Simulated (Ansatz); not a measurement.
**Phases of Sn at 44 GPa**

Structure types of Sn are relaxed in primitive cells with their symmetry kept at 44 GPa, on PAW files; LAPW relaxes the small cells further and takes the PAW cell for the others (marked *). The enthalpy is E + pV at zero temperature, without zero-point motion. Only the types listed were tried, and differences under about 5 meV/atom are mesh noise. Not among the end structures: fcc, diamond, which may lie lower.

Computed with Ansatz 0.2.0; functional PBE, scalar-relativistic. Settings: Fermi–Dirac smearing of 0.05 eV, no spin polarisation. Methods: LAPW: all electrons, basis error target 0.5 meV/atom; PAW: frozen-core files, cutoff 420 eV.

k meshes: bcc 16×16×16, hcp 15×15×8, dhcp 12×12×4, sc 14×14×14, omega 8×8×11.

Spin–orbit coupling is left out, which matters for the heavy atoms.

Question: Which type is lowest in enthalpy, and by how much?

Answer: bcc, 1 meV/atom below hcp, which is within the noise of the k meshes. The whole table:

```json
{"start type": "bcc", "ends as": "bcc, Im-3m", "a, b, c (Å)": "3.360, 3.360, 3.360", "V (Å³/atom)": "18.97", "H − H(lowest), LAPW (meV/atom)": "0.0", "same, PAW": "0.0"}
{"start type": "hcp", "ends as": "hcp, P6_3/mmc", "a, b, c (Å)": "2.991, 2.991, 4.907", "V (Å³/atom)": "19.01", "H − H(lowest), LAPW (meV/atom)": "0.8", "same, PAW": "0.9"}
{"start type": "dhcp*", "ends as": "dhcp, P6_3/mmc", "a, b, c (Å)": "3.009, 3.009, 9.736", "V (Å³/atom)": "19.08", "H − H(lowest), LAPW (meV/atom)": "32.3", "same, PAW": "32.4"}
{"start type": "sc", "ends as": "sc, Pm-3m", "a, b, c (Å)": "2.723, 2.723, 2.723", "V (Å³/atom)": "20.19", "H − H(lowest), LAPW (meV/atom)": "378.0", "same, PAW": "377.9"}
{"start type": "omega", "ends as": "omega, P6/mmm", "a, b, c (Å)": "4.845, 4.845, 2.822", "V (Å³/atom)": "19.13", "H − H(lowest), LAPW (meV/atom)": "50.8", "same, PAW": "51.0"}
```
